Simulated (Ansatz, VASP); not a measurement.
# Pt in two plane-wave programs, part 2 of 2

Aim: how closely do two programs agree when they are given the same cell, functional and k mesh? The cell is taken from a series of runs on this material, whose earlier steps may have relaxed, scaled, displaced or heated it; both programs get it as it stands.

VASP 6.6.1 and Ansatz 0.2.0.

So far: The starting structure; Ansatz: relaxation of cell and atoms, PBEsol, spin-orbit coupling.

## (3) VASP: relaxation of cell and atoms, PBEsol, spin-orbit coupling

Level of this step: PBEsol, spin-orbit coupling; plane waves and PAW (Pt) (VASP).

The same cell, functional, mesh and smearing now go to VASP, with its own data sets.

Lines of VASP's logs that name or quote its potential files are left out, and so is its time.

Input file INCAR:

```
SYSTEM = Pt
PREC = Accurate
ENCUT = 500
EDIFF = 1E-07
NELM = 200
ISMEAR = 0
SIGMA = 0.1
LREAL = .FALSE.
ALGO = Normal
GGA = PS
LNONCOLLINEAR = .TRUE.
MAGMOM = 0 0 0
NBANDS = 22
GGA_COMPAT = .FALSE.
LASPH = .TRUE.
LSORBIT = .TRUE.
LMAXMIX = 4
LORBIT = 11
LWAVE = .FALSE.
LCHARG = .FALSE.
ISIF = 3
IBRION = 2
NSW = 80
EDIFFG = -0.005
NELMIN = 4
```

Input file POSCAR:

```
Pt
1.0
    0.0000000000      1.9609000000      1.9609000000
    1.9609000000      0.0000000000      1.9609000000
    1.9609000000      1.9609000000      0.0000000000
Pt
1
Direct
    0.0000000000      0.0000000000      0.0000000000
```

Input file KPOINTS:

```
Automatic mesh
0
Gamma
14 14 14
0 0 0
```

The projector-augmented-wave data sets are Pt (PBE family, release 64).

Started as:

```
$ mpirun -np 1 vasp_ncl
```

Numbers of over 12 decimals in the logs are rounded to 6 here.

The log of the run:

```text
[banner, memory and clock lines left out]
running    1 mpi-ranks, on    1 nodes
 distrk:  each k-point on    1 cores,    1 groups
 distr:  one band on    1 cores,    1 groups

 POSCAR found type information on POSCAR Pt
 POSCAR found :  1 types and       1 ions
|                                                                             |
|               ----> ADVICE to this user running VASP <----                  |
|                                                                             |
|     You enforced a specific xc type in the INCAR file but a different       |
|     [... a line on the potential file left out ...]
|     I HOPE YOU KNOW WHAT YOU ARE DOING!                                     |
|                                                                             |

 LDA part: xc-table for (Slater+PW92), standard interpolation
 POSCAR, INCAR and KPOINTS ok, starting setup
 FFT: planning ... GRIDC
 FFT: planning ... GRID_SOFT
 FFT: planning ... GRID
 WAVECAR not read
 entering main loop
       N       E                     dE             d eps       ncg     rms          rms(c)
DAV:   1     0.519212962272E+02    0.51921E+02   -0.47631E+03  4600   0.838E+02
DAV:   2    -0.653368394514E+01   -0.58455E+02   -0.54659E+02  5404   0.212E+02
DAV:   3    -0.780807882259E+01   -0.12744E+01   -0.12599E+01  5470   0.299E+01
DAV:   4    -0.781504465298E+01   -0.69658E-02   -0.69651E-02  5310   0.241E+00
DAV:   5    -0.781511782774E+01   -0.73175E-04   -0.73174E-04  5434   0.251E-01    0.148E+01
DAV:   6    -0.741207786597E+01    0.40304E+00   -0.43354E-01  5068   0.763E+00    0.787E+00
DAV:   7    -0.736422160560E+01    0.47856E-01   -0.76991E-02  5332   0.323E+00    0.300E+00
DAV:   8    -0.736002843098E+01    0.41932E-02   -0.36092E-03  5080   0.560E-01    0.124E+00
DAV:   9    -0.735968367713E+01    0.34475E-03   -0.55975E-04  5300   0.235E-01    0.202E-01
DAV:  10    -0.735966519826E+01    0.18479E-04   -0.24909E-05  5074   0.514E-02    0.218E-02
DAV:  11    -0.735966790211E+01   -0.27038E-05   -0.75474E-07  5386   0.654E-03    0.103E-02
DAV:  12    -0.735966817919E+01   -0.27709E-06   -0.76773E-08  4866   0.257E-03    0.143E-03
DAV:  13    -0.735966815113E+01    0.28063E-07   -0.32556E-09  2630   0.492E-04
   1 F= -.73596682E+01 E0= -.73548031E+01  d E =-.735967E+01  mag=    -0.0000     0.0000    -0.0000
 curvature:   0.00 expect dE= 0.000E+00 dE for cont linesearch  0.000E+00
 trial: gam= 0.00000 g(F)=  0.946E-63 g(S)=  0.461E-03 ort = 0.000E+00 (trialstep = 0.100E+01)
 search vector abs. value=  0.461E-03
 bond charge predicted
       N       E                     dE             d eps       ncg     rms          rms(c)
DAV:   1    -0.736485794647E+01   -0.51898E-02   -0.81660E-02  4798   0.323E+00    0.549E-01
DAV:   2    -0.735956061975E+01    0.52973E-02   -0.63620E-03  4768   0.909E-01    0.296E-01
DAV:   3    -0.735922611509E+01    0.33450E-03   -0.57027E-04  5278   0.278E-01    0.203E-01
DAV:   4    -0.735923261528E+01   -0.65002E-05   -0.15142E-05  5550   0.332E-02    0.821E-02
DAV:   5    -0.735924480586E+01   -0.12191E-04   -0.16983E-05  5062   0.294E-02    0.228E-03
DAV:   6    -0.735924491938E+01   -0.11352E-06   -0.38052E-07  5556   0.501E-03    0.114E-03
DAV:   7    -0.735924506060E+01   -0.14122E-06   -0.28530E-08  4248   0.127E-03    0.501E-04
DAV:   8    -0.735924505985E+01    0.75454E-09   -0.24789E-09  2504   0.389E-04
   2 F= -.73592451E+01 E0= -.73544617E+01  d E =0.423091E-03  mag=     0.0000    -0.0000     0.0000
 trial-energy change:    0.000423  1 .order    0.000434   -0.000461    0.001328
 step:   0.2645(harm=  0.2576)  dis= 0.00000  next Energy=    -7.359729 (dE=-0.611E-04)
 bond charge predicted
       N       E                     dE             d eps       ncg     rms          rms(c)
DAV:   1    -0.736278064783E+01   -0.35356E-02   -0.44238E-02  4768   0.237E+00    0.396E-01
DAV:   2    -0.735990014845E+01    0.28805E-02   -0.35182E-03  4738   0.675E-01    0.224E-01
DAV:   3    -0.735972214143E+01    0.17801E-03   -0.30147E-04  5278   0.202E-01    0.152E-01
DAV:   4    -0.735972490573E+01   -0.27643E-05   -0.82018E-06  5522   0.243E-02    0.637E-02
DAV:   5    -0.735972975205E+01   -0.48463E-05   -0.84975E-06  5032   0.207E-02    0.182E-03
DAV:   6    -0.735972987808E+01   -0.12603E-06   -0.19693E-07  5724   0.334E-03    0.865E-04
DAV:   7    -0.735972989376E+01   -0.15679E-07   -0.16493E-08  3596   0.947E-04
   3 F= -.73597299E+01 E0= -.73548864E+01  d E =-.617426E-04  mag=    -0.0000     0.0000    -0.0000
 curvature:  -0.13 expect dE=-0.162E-07 dE for cont linesearch -0.162E-07
 trial: gam= 0.00000 g(F)=  0.352E-63 g(S)=  0.126E-06 ort =-0.762E-05 (trialstep = 0.853E+00)
 search vector abs. value=  0.126E-06
 reached required accuracy - stopping structural energy minimisation
```

OUTCAR, selected parts (step 3):

```text
ion  position               nearest neighbor table
   1  0.000  0.000  0.000-

  LATTYP: Found a face centered cubic cell.
 ALAT       =     3.9218000000

 Subroutine GETGRP returns: Found 48 space group operations
 (whereof 48 operations were pure point group operations)

The static configuration has the point symmetry O_h .

 Found    104 irreducible k-points:

   k-points           NKPTS =    104   k-points in BZ     NKDIM =    104   number of bands    NBANDS=     22

   dimension x,y,z NGX =    20 NGY =   20 NGZ =   20
   dimension x,y,z NGXF=    40 NGYF=   40 NGZF=   40

   ENCUT  =  500.0 eV  36.75 Ry    6.06 a.u.   5.06  5.06  5.06*2*pi/ulx,y,z

   NELECT =      10.0000    total number of electrons

 k-points in reciprocal lattice and weights: Automatic mesh
   0.00000000  0.00000000  0.00000000       0.000
   0.07142857  0.00000000  0.00000000       0.003
   0.14285714  0.00000000  0.00000000       0.003
   0.21428571  0.00000000  0.00000000       0.003
   0.28571429  0.00000000  0.00000000       0.003
   0.35714286  0.00000000  0.00000000       0.003
   0.42857143  0.00000000  0.00000000       0.003
   0.50000000  0.00000000  0.00000000       0.001
   0.07142857  0.07142857  0.00000000       0.002
[...]
-0.28571429  0.42857143  0.21428571       0.009
  -0.28571429  0.50000000  0.21428571       0.004

 average (electrostatic) potential at core
       1 -62.7853

 E-fermi :  11.1569

 k-point     1 :       0.0000    0.0000    0.0000
  band No.  band energies     occupation
    ...
      8       7.8357      1.00000
      9       9.6794      1.00000
     10       9.6794      1.00000
     11       9.6794      1.00000
     12       9.6794      1.00000
     13      25.7608      0.00000
     14      25.7608      0.00000
     15      30.2244      0.00000
     16      30.2244      0.00000
     17      30.9102      0.00000
    ...

 k-point     2 :       0.0714    0.0000    0.0000
  band No.  band energies     occupation
    ...
      8       7.8700      1.00000
      9       9.6030      1.00000
     10       9.6030      1.00000
     11       9.6710      1.00000
     12       9.6710      1.00000
     13      26.0805      0.00000
     14      26.0805      0.00000
     15      29.5681      0.00000
     16      29.5681      0.00000
     17      30.8430      0.00000
    ...

 k-point     3 :       0.1429    0.0000    0.0000
  band No.  band energies     occupation
    ...
      8       8.0293      1.00000
      9       9.4307      1.00000
     10       9.4307      1.00000
     11       9.7028      1.00000
     12       9.7028      1.00000
     13      26.8782      0.00000
     14      26.8782      0.00000
     15      27.6715      0.00000
     16      27.6715      0.00000
     17      31.6551      0.00000
    ...

  Total        0.0009331      0.0009331      0.0009331     -0.0000000     -0.0000000      0.0000000
  in kB        0.0993556      0.0993556      0.0993556     -0.0000000     -0.0000000      0.0000000
  external PRESSURE =       0.0993556 kB  Pullay stress =       0.0000000 kB

  energy-cutoff  :      500.00
  volume of cell :       15.05
      direct lattice vectors                 reciprocal lattice vectors
     0.000000000  1.959488115  1.959488115    -0.255168682  0.255168682  0.255168682
     1.959488115  0.000000000  1.959488115     0.255168682 -0.255168682  0.255168682
     1.959488115  1.959488115  0.000000000     0.255168682  0.255168682 -0.255168682

 POSITION                                       TOTAL-FORCE (eV/Angst)
 -----------------------------------------------------------------------------------
      0.00000      0.00000      0.00000        -0.000000      0.000000      0.000000
 -----------------------------------------------------------------------------------
    total drift:                                0.000000      0.000000      0.000000

  FREE ENERGIE OF THE ION-ELECTRON SYSTEM (eV)
  ---------------------------------------------------
  free  energy   TOTEN  =        -7.3597298938 eV

  energy  without entropy=       -7.3500428794  energy(sigma->0) =       -7.35488639

 reached required accuracy - stopping structural energy minimisation

 Spin-Orbit-Coupling matrix elements
 Ion:    1  E_soc:     -0.7699152

 total charge
# of ion       s       p       d       tot
------------------------------------------
    1        0.638   0.636   8.017   9.291

 magnetization (x)
# of ion       s       p       d       tot
------------------------------------------
    1       -0.000   0.000  -0.000  -0.000

 magnetization (y)
# of ion       s       p       d       tot
------------------------------------------
    1        0.000   0.000  -0.000  -0.000

 magnetization (z)
# of ion       s       p       d       tot
------------------------------------------
    1        0.000   0.000  -0.000  -0.000

[... 3 further parts left out ...]
```

The run keeps the 48 symmetry operations of its start, so it cannot find a distortion of lower symmetry.

## (4) Comparison

Known differences besides the potentials themselves: spin-orbit coupling enters by fully relativistic files in Ansatz and inside the spheres in VASP; the data sets hold 18 valence electrons in Ansatz (on its fully relativistic PAW (standard-fr) files) and 10 in VASP; the cutoff is 420 eV in Ansatz and 500 eV in VASP; Ansatz makes its cores anew for this functional, VASP keeps those of its PBE data sets; Ansatz adds a Pulay correction to the stress that steers its cell, VASP none. Total energies have different zeros and are not compared.

The two programs side by side:

```tsv
quantity	Ansatz	VASP	difference
volume (Å³)	15.05	15.05	+0.04 %
edge a after relaxation, in the typed setting (Å)	2.772	2.771	+0.01 %
```

## (5) Results

* difference in volume (relaxation of cell and atoms, PBEsol, spin-orbit coupling): 0.037 %

The difference in volume is 0.037 % (relaxation of cell and atoms, PBEsol, spin-orbit coupling), within the 1.2 % picked in this series as the mark of a large difference, as far as the stopping tolerances let one tell. The data sets hold unlike numbers of valence electrons (18 in Ansatz and 10 in VASP), so part of the differences comes from the potentials. 2 further runs of this series are not shown here. How closely two codes agree says nothing of how well the functional describes the real material.

[Lines on the potential files, build, host, timing and source positions are cut from VASP's logs without a mark.]

[Logs are printed without paths, hosts, clocks, repeated set-up lines and the standing remarks that a program may print on its own settings, such as how far it seeks lower states.]

[Hosts, paths, dates, database ids (printed as entryN), source tags and the programs' standing remarks are cut or masked in the printed files.]
